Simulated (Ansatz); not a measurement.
The system is SnSe.

```
Sn Se
1.0
     0.00000    3.01000    3.01000
     3.01000    0.00000    3.01000
     3.01000    3.01000    0.00000
Sn Se
1 1
Direct
  0.00000 0.00000 0.00000
  0.50000 0.50000 0.50000
```

Measurements of this composition are mostly on another form, of space group No. 62.

```yaml
Program: Ansatz 0.2.0
Task: relaxation of cell and atoms
Functional: PBE
Dispersion: D3(BJ)
Potentials_or_basis: Ansatz PAW
Cutoff: "420 eV (not typed: the program's choice for these potentials)"
k_mesh: 8 × 8 × 8
Occupations: fermi-dirac, width 0.05 eV
Spin: no spin polarisation
```

At the start: volume 27.27 Å³/atom.

Task: How do energy, volume and symmetry change on relaxing?

Result: It ends after 4 steps and the volume is 26.64 Å³/atom (-2.3 %); space group Fm-3m (No. 225, to 0.05 Å).

Step by step:
```csv
step,energy change (eV),largest force (eV/Å),volume (Å³)
1,0.0000,0.0000,54.54
2,-0.0043,0.0000,52.72
3,-0.0051,0.0000,53.29
4,-0.0049,0.0000,53.29
```

Final structure:
```cif
data_structure
_symmetry_space_group_name_H-M 'P 1'
_symmetry_Int_Tables_number 1
_cell_length_a 4.2239
_cell_length_b 4.2239
_cell_length_c 4.2239
_cell_angle_alpha 60.000
_cell_angle_beta 60.000
_cell_angle_gamma 60.000
_cell_volume 53.29
loop_
_atom_site_label
_atom_site_type_symbol
_atom_site_fract_x
_atom_site_fract_y
_atom_site_fract_z
_atom_site_occupancy
Sn1 Sn 0.00000 0.00000 0.00000 1
Se1 Se 0.50000 0.50000 0.50000 1
```

Caveat: the plane-wave basis is chosen anew once the cell has moved, so the energies of steps on either side of that aren't comparable.
